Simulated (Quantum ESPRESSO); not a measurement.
# HfC (Fm-3m) in Quantum ESPRESSO: settings compared, part 2 of 3

Quantum ESPRESSO 7.5. The steps go on from the part before.

## Step 3: Phonons, LDA

pw.in

```
&CONTROL
  calculation = 'scf'
  prefix = 'pwscf'
  outdir = './tmp'
  pseudo_dir = './pseudo'
  tprnfor = .true.
  tstress = .true.
  disk_io = 'low'
/
&SYSTEM
  ibrav = 0
  nat = 2
  ntyp = 2
  ecutwfc = 45
  ecutrho = 360
  nbnd = 14
  occupations = 'smearing'
  smearing = 'mv'
  degauss = 0.01469973
/
&ELECTRONS
  conv_thr = 4d-10
  electron_maxstep = 120
  mixing_beta = 0.5
/
ATOMIC_SPECIES
Hf   178.4900 hf_lda_v1.uspp.F.UPF
C     12.0110 c_lda_v1.2.uspp.F.UPF
CELL_PARAMETERS angstrom
   0.0000000000    2.3250000000    2.3250000000
   2.3250000000    0.0000000000    2.3250000000
   2.3250000000    2.3250000000    0.0000000000
ATOMIC_POSITIONS angstrom
Hf     2.3250000000    2.3250000000    2.3250000000
C      0.0000000000    0.0000000000    0.0000000000
K_POINTS automatic
10 10 10 0 0 0
```

relax.in

```
&CONTROL
  calculation = 'vc-relax'
  prefix = 'pwscf'
  outdir = './tmp'
  pseudo_dir = './pseudo'
  tprnfor = .true.
  tstress = .true.
  disk_io = 'low'
  nstep = 40
  forc_conv_thr = 0.0001
  etot_conv_thr = 1d-06
/
&SYSTEM
  ibrav = 0
  nat = 2
  ntyp = 2
  ecutwfc = 45
  ecutrho = 360
  nbnd = 14
  occupations = 'smearing'
  smearing = 'mv'
  degauss = 0.01469973
/
&ELECTRONS
  conv_thr = 4d-10
  electron_maxstep = 120
  mixing_beta = 0.5
/
&IONS
  ion_dynamics = 'bfgs'
/
&CELL
  cell_dynamics = 'bfgs'
  press = 0
  press_conv_thr = 0.2
/
ATOMIC_SPECIES
Hf   178.4900 hf_lda_v1.uspp.F.UPF
C     12.0110 c_lda_v1.2.uspp.F.UPF
CELL_PARAMETERS angstrom
   0.0000000000    2.3250000000    2.3250000000
   2.3250000000    0.0000000000    2.3250000000
   2.3250000000    2.3250000000    0.0000000000
ATOMIC_POSITIONS angstrom
Hf     2.3250000000    2.3250000000    2.3250000000
C      0.0000000000    0.0000000000    0.0000000000
K_POINTS automatic
10 10 10 0 0 0
```

scf2.in

```
&CONTROL
  calculation = 'scf'
  prefix = 'pwscf'
  outdir = './tmp'
  pseudo_dir = './pseudo'
  tprnfor = .true.
  tstress = .true.
  disk_io = 'low'
/
&SYSTEM
  ibrav = 0
  nat = 2
  ntyp = 2
  ecutwfc = 45
  ecutrho = 360
  nbnd = 14
  occupations = 'smearing'
  smearing = 'mv'
  degauss = 0.01469973
/
&ELECTRONS
  conv_thr = 1d-13
  electron_maxstep = 120
  mixing_beta = 0.5
  startingpot = 'file'
  startingwfc = 'file'
/
ATOMIC_SPECIES
Hf   178.4900 hf_lda_v1.uspp.F.UPF
C     12.0110 c_lda_v1.2.uspp.F.UPF
CELL_PARAMETERS angstrom
   0.0000000000    2.2888042661    2.2888042661
   2.2888042661    0.0000000000    2.2888042661
   2.2888042661    2.2888042661    0.0000000000
ATOMIC_POSITIONS angstrom
Hf     2.2888042661    2.2888042661    2.2888042661
C      0.0000000000    0.0000000000    0.0000000000
K_POINTS automatic
10 10 10 0 0 0
```

ph.in

```
phonons of HfC
&INPUTPH
  prefix = 'pwscf'
  outdir = './tmp'
  tr2_ph = 1d-18
  fildyn = 'dyn'
  niter_ph = 90
  alpha_mix(1) = 0.4
/
0.0000000000 0.0000000000 0.0000000000
```

dynmat.in

```
&INPUT
  fildyn = 'dyn'
  asr = 'crystal'
  filout = 'dynmat.disp'
  fileig = 'dynmat.eig'
/
```

Potentials or basis: GBRV 1.5 LDA.

Run with:

```bash
$ OMP_NUM_THREADS=1 pw.x -in pw.in > pw.out
$ OMP_NUM_THREADS=1 pw.x -in relax.in > relax.out
$ OMP_NUM_THREADS=1 pw.x -in scf2.in > scf2.out
$ OMP_NUM_THREADS=1 ph.x -in ph.in > ph.out
$ OMP_NUM_THREADS=1 dynmat.x -in dynmat.in > dynmat.out
```

pw.out:

```text
This program is part of the open-source Quantum ESPRESSO suite
     for quantum simulation of materials; please cite
[... 9 lines left out ...]
     --------------------
     sticks:   dense  smooth     PW     G-vecs:    dense   smooth      PW
     Sum         955     475    151                19603     6879    1243

     Using Slab Decomposition

     bravais-lattice index     =            0
     lattice parameter (alat)  =       6.2135  a.u.
     unit-cell volume          =     169.6272 (a.u.)^3
     number of atoms/cell      =            2
     number of atomic types    =            2
     number of electrons       =        16.00
     number of Kohn-Sham states=           14
     kinetic-energy cutoff     =      45.0000  Ry
     charge density cutoff     =     360.0000  Ry
     scf convergence threshold =      4.0E-10
     mixing beta               =       0.5000
     number of iterations used =            8  plain     mixing
     Exchange-correlation= SLA  PZ   NOGX NOGC
                           (   1   1   0   0   0   0   0)

     celldm(1)=   6.213507  celldm(2)=   0.000000  celldm(3)=   0.000000
     celldm(4)=   0.000000  celldm(5)=   0.000000  celldm(6)=   0.000000

[... 8 lines left out ...]
               b(3) = (  0.707107  0.707107 -0.707107 )

     PseudoPot. # 1 for Hf read from file:
     hf_lda_v1.uspp.F.UPF
     Pseudo is Ultrasoft + core correction, Zval = 12.0
     Generated by new atomic code, or converted to UPF format
     Using radial grid of  921 points,  8 beta functions with:
                l(1) =   0
[... 93 lines left out ...]
     Starting wfcs are   17 randomized atomic wfcs

     Self-consistent Calculation

     iteration #  1     ecut=    45.00 Ry     beta= 0.50
     Davidson diagonalization with overlap
     ethr =  1.00E-02,  avg # of iterations =  2.2

     negative rho (up, down):  1.133E-01 0.000E+00
[... 67 lines left out ...]
     iteration #  9     ecut=    45.00 Ry     beta= 0.50
     Davidson diagonalization with overlap
     ethr =  1.19E-10,  avg # of iterations =  2.4

     negative rho (up, down):  1.147E-01 0.000E+00

     End of self-consistent calculation

          k = 0.0000 0.0000 0.0000 (   893 PWs)   bands (ev):

   -45.7990 -14.2706 -14.2706 -14.2706   3.0337  16.2097  16.2097  16.2097
    16.5121  16.5121  16.5121  18.5423  18.5423  22.1075

          k = 0.0707 0.0707-0.0707 (   881 PWs)   bands (ev):
[... 146 lines left out ...]
   -45.7444 -14.8738 -14.5063 -14.5063   4.9608  12.6616  13.3750  15.1254
    15.1254  20.4684  21.8513  21.8513  23.4984  24.5589

          k = 0.2828 0.1414 0.0000 (   864 PWs)   bands (ev):

   -45.7767 -14.5765 -14.3800 -14.3164   4.4687  12.0048  13.8150  13.8212
    16.5621  19.3063  19.3593  20.3950  22.7990  25.4445

          k = 0.3536 0.2121-0.0707 (   867 PWs)   bands (ev):
[... 71 lines left out ...]
   -45.7444 -14.7493 -14.6358 -14.5178   5.6378  12.4341  12.5098  12.5916
    17.8175  19.7920  21.8635  22.0788  23.5613  27.5536

     the Fermi energy is    15.2143 ev

!    total energy              =    -170.25561513 Ry
     estimated scf accuracy    <          3.9E-10 Ry
     smearing contrib. (-TS)   =      -0.00006344 Ry
     internal energy E=F+TS    =    -170.25555170 Ry

     The total energy is F=E-TS. E is the sum of the following terms:
     one-electron contribution =      -8.67964424 Ry
     hartree contribution      =      12.77142480 Ry
     xc contribution           =     -78.95974997 Ry
     ewald contribution        =     -95.38758228 Ry

     convergence has been achieved in   9 iterations

     negative rho (up, down):  1.147E-01 0.000E+00

     Forces acting on atoms (cartesian axes, Ry/au):

     atom    1 type  1   force =     0.00000000    0.00000000    0.00000000
     atom    2 type  2   force =     0.00000000    0.00000000    0.00000000

     Total force =     0.000000     Total SCF correction =     0.000000

     Computing stress (Cartesian axis) and pressure

     negative rho (up, down):  1.147E-01 0.000E+00
          total   stress  (Ry/bohr**3)                   (kbar)     P=     -114.79
  -0.00078030  -0.00000000   0.00000000         -114.79       -0.00        0.00
  -0.00000000  -0.00078030  -0.00000000           -0.00     -114.79       -0.00
  -0.00000000  -0.00000000  -0.00078030           -0.00       -0.00     -114.79

=------------------------------------------------------------------------------=
   JOB DONE.
=------------------------------------------------------------------------------=
```

Run time: 3.8 min. Hardware: 1 thread of Arm Neoverse V2, shared host; peak memory 0.18 GiB.

What came out:

- Free energy: -2316.4862 eV
- Relaxed volume: 11.99 Å³/atom
- Relaxed cell: a = 3.237 Å, b = 3.237 Å, c = 3.237 Å, α = 60.00°, β = 60.00°, γ = 60.00°
- Space group after relaxing (to 0.05 Å): Fm-3m (No. 225)
- Pressure after relaxing: -0.1 GPa
- Band gap on the k mesh: none (metal or under the smearing width)
- Highest phonon frequency at Γ: 464 cm⁻¹

Step by step:
| step | energy change (eV) | largest force (eV/Å) | pressure (GPa) | volume (Å³) |
| --- | --- | --- | --- | --- |
| 1 | 0.0000 | 0.0000 | -11.48 | 25.14 |
| 2 | -0.0399 | 0.0000 | 3.30 | 23.69 |
| 3 | -0.0428 | 0.0000 | -0.23 | 24.00 |
| 4 | -0.0429 | 0.0000 | 0.00 | 23.98 |
| 5 | -0.0429 | 0.0000 | 0.00 | 23.98 |

Final structure:
```
Hf C
1.0
     0.00000    2.28880    2.28880
     2.28880    0.00000    2.28880
     2.28880    2.28880    0.00000
Hf C
1 1
Direct
  0.50000 0.50000 0.50000
  0.00000 0.00000 0.00000
```

Levels at points of the mesh, in eV from the Fermi level:
```
             k point  band 4  band 5  band 6  band 7  band 8  band 9  band 10  band 11  band 12  band 13
  (0.00, 0.00, 0.00)  -29.26  -12.41    1.02    1.02    1.02    1.31     1.31     1.31     3.48     3.48
 (0.00, 0.00, -0.50)  -29.34   -8.29   -6.38   -3.17   -3.17    5.50     5.50     5.99     6.82    11.94
(0.00, -0.50, -0.50)  -29.54  -10.47   -2.49   -2.00   -0.03   -0.03     5.54     7.03     7.03     8.90
```

Phonon frequencies in cm⁻¹ (negative: imaginary):
| q point | frequencies |
| --- | --- |
| (0.000, 0.000, 0.000) | -6 -6 -6 464 464 464 |

Optical modes at Γ, degenerate ones joined:
```tsv
cm⁻¹	components	symmetry	active in
464	3	T1u	IR
```

Spin-orbit coupling is left out, which matters for the levels of Hf.

## Step 4: Phonons, PBE

pw.in: that of step 3 with these lines changed.

```diff
@@ -26,4 +26,4 @@
 ATOMIC_SPECIES
-Hf   178.4900 hf_lda_v1.uspp.F.UPF
-C     12.0110 c_lda_v1.2.uspp.F.UPF
+Hf   178.4900 hf_pbe_v1.uspp.F.UPF
+C     12.0110 c_pbe_v1.2.uspp.F.UPF
 CELL_PARAMETERS angstrom
```

relax.in: that of step 3 with these lines changed.

```diff
@@ -37,4 +37,4 @@
 ATOMIC_SPECIES
-Hf   178.4900 hf_lda_v1.uspp.F.UPF
-C     12.0110 c_lda_v1.2.uspp.F.UPF
+Hf   178.4900 hf_pbe_v1.uspp.F.UPF
+C     12.0110 c_pbe_v1.2.uspp.F.UPF
 CELL_PARAMETERS angstrom
```

scf2.in

```
&CONTROL
  calculation = 'scf'
  prefix = 'pwscf'
  outdir = './tmp'
  pseudo_dir = './pseudo'
  tprnfor = .true.
  tstress = .true.
  disk_io = 'low'
/
&SYSTEM
  ibrav = 0
  nat = 2
  ntyp = 2
  ecutwfc = 45
  ecutrho = 360
  nbnd = 14
  occupations = 'smearing'
  smearing = 'mv'
  degauss = 0.01469973
/
&ELECTRONS
  conv_thr = 1d-13
  electron_maxstep = 120
  mixing_beta = 0.5
  startingpot = 'file'
  startingwfc = 'file'
/
ATOMIC_SPECIES
Hf   178.4900 hf_pbe_v1.uspp.F.UPF
C     12.0110 c_pbe_v1.2.uspp.F.UPF
CELL_PARAMETERS angstrom
   0.0000000000    2.3263605948    2.3263605948
   2.3263605948    0.0000000000    2.3263605948
   2.3263605948    2.3263605948    0.0000000000
ATOMIC_POSITIONS angstrom
Hf     2.3263605948    2.3263605948    2.3263605948
C      0.0000000000    0.0000000000    0.0000000000
K_POINTS automatic
10 10 10 0 0 0
```

ph.in is that of step 3.

dynmat.in is that of step 3.

Potentials or basis: GBRV 1.5 PBE.

Run with:

```bash
$ OMP_NUM_THREADS=1 pw.x -in pw.in > pw.out
$ OMP_NUM_THREADS=1 pw.x -in relax.in > relax.out
$ OMP_NUM_THREADS=1 pw.x -in scf2.in > scf2.out
$ OMP_NUM_THREADS=1 ph.x -in ph.in > ph.out
$ OMP_NUM_THREADS=1 dynmat.x -in dynmat.in > dynmat.out
```

pw.out:

```text
This program is part of the open-source Quantum ESPRESSO suite
     for quantum simulation of materials; please cite
[... 9 lines left out ...]
     --------------------
     sticks:   dense  smooth     PW     G-vecs:    dense   smooth      PW
     Sum         955     475    151                19603     6879    1243

     Using Slab Decomposition

     bravais-lattice index     =            0
     lattice parameter (alat)  =       6.2135  a.u.
     unit-cell volume          =     169.6272 (a.u.)^3
     number of atoms/cell      =            2
     number of atomic types    =            2
     number of electrons       =        16.00
     number of Kohn-Sham states=           14
     kinetic-energy cutoff     =      45.0000  Ry
     charge density cutoff     =     360.0000  Ry
     scf convergence threshold =      4.0E-10
     mixing beta               =       0.5000
     number of iterations used =            8  plain     mixing
[... 364 lines left out ...]

   -45.4935 -14.2767 -14.0820 -14.0191   4.6584  12.3337  14.1580  14.1794
    16.9671  19.7340  19.7690  20.7801  23.1556  25.8236

          k = 0.3536 0.2121-0.0707 (   867 PWs)   bands (ev):
[... 71 lines left out ...]
   -45.4615 -14.4462 -14.3342 -14.2184   5.7977  12.7793  12.8144  12.9207
    18.2021  20.2093  22.3192  22.5112  23.9198  28.0180

     the Fermi energy is    15.5675 ev

!    total energy              =    -170.59215201 Ry
     estimated scf accuracy    <          7.7E-11 Ry
     smearing contrib. (-TS)   =      -0.00007077 Ry
     internal energy E=F+TS    =    -170.59208124 Ry

     The total energy is F=E-TS. E is the sum of the following terms:
     one-electron contribution =      -8.52728567 Ry
     hartree contribution      =      12.76292759 Ry
     xc contribution           =     -79.44014087 Ry
     ewald contribution        =     -95.38758228 Ry

     convergence has been achieved in  10 iterations

     negative rho (up, down):  1.152E-01 0.000E+00

     Forces acting on atoms (cartesian axes, Ry/au):

     atom    1 type  1   force =    -0.00000000    0.00000000    0.00000000
     atom    2 type  2   force =     0.00000000    0.00000000   -0.00000000

     Total force =     0.000000     Total SCF correction =     0.000000

     Computing stress (Cartesian axis) and pressure

     negative rho (up, down):  1.152E-01 0.000E+00
          total   stress  (Ry/bohr**3)                   (kbar)     P=        4.22
   0.00002869  -0.00000000   0.00000000            4.22       -0.00        0.00
  -0.00000000   0.00002869  -0.00000000           -0.00        4.22       -0.00
   0.00000000  -0.00000000   0.00002869            0.00       -0.00        4.22

=------------------------------------------------------------------------------=
   JOB DONE.
=------------------------------------------------------------------------------=
```

scf2.out:

```text
This program is part of the open-source Quantum ESPRESSO suite
     for quantum simulation of materials; please cite
[... 9 lines left out ...]
     --------------------
     sticks:   dense  smooth     PW     G-vecs:    dense   smooth      PW
     Sum         955     475    151                19603     6879    1243
[... 418 lines left out ...]
   0.00000037   0.00000000   0.00000000            0.05        0.00        0.00
   0.00000000   0.00000037   0.00000000            0.00        0.05        0.00
   0.00000000   0.00000000   0.00000037            0.00        0.00        0.05

=------------------------------------------------------------------------------=
   JOB DONE.
=------------------------------------------------------------------------------=
```

Run time: 3.6 min. Hardware: 1 thread of Arm Neoverse V2, shared host; peak memory 0.18 GiB.

Results:

* Free energy: -2321.0247 eV
* Relaxed volume: 12.59 Å³/atom
* Relaxed cell: a = 3.290 Å, b = 3.290 Å, c = 3.290 Å, α = 60.00°, β = 60.00°, γ = 60.00°
* Space group after relaxing (to 0.05 Å): Fm-3m (No. 225)
* Pressure after relaxing: 0.0 GPa
* Band gap on the k mesh: none (metal or under the smearing width)
* Highest phonon frequency at Γ: 421 cm⁻¹

Final structure:
```
Hf C
1.0
     0.00000    2.32636    2.32636
     2.32636    0.00000    2.32636
     2.32636    2.32636    0.00000
Hf C
1 1
Direct
  0.50000 0.50000 0.50000
  0.00000 0.00000 0.00000
```

Phonon frequencies in cm⁻¹ (negative: imaginary):
| q point | frequencies |
| --- | --- |
| (0.000, 0.000, 0.000) | 1 1 1 421 421 421 |

Optical modes at Γ, degenerate ones joined:
| cm⁻¹ | components | symmetry | active in |
| --- | --- | --- | --- |
| 421 | 3 | T1u | IR |

The run has no spin-orbit coupling, so splittings on Hf are missing.

(Continued in part 3 of 3.)
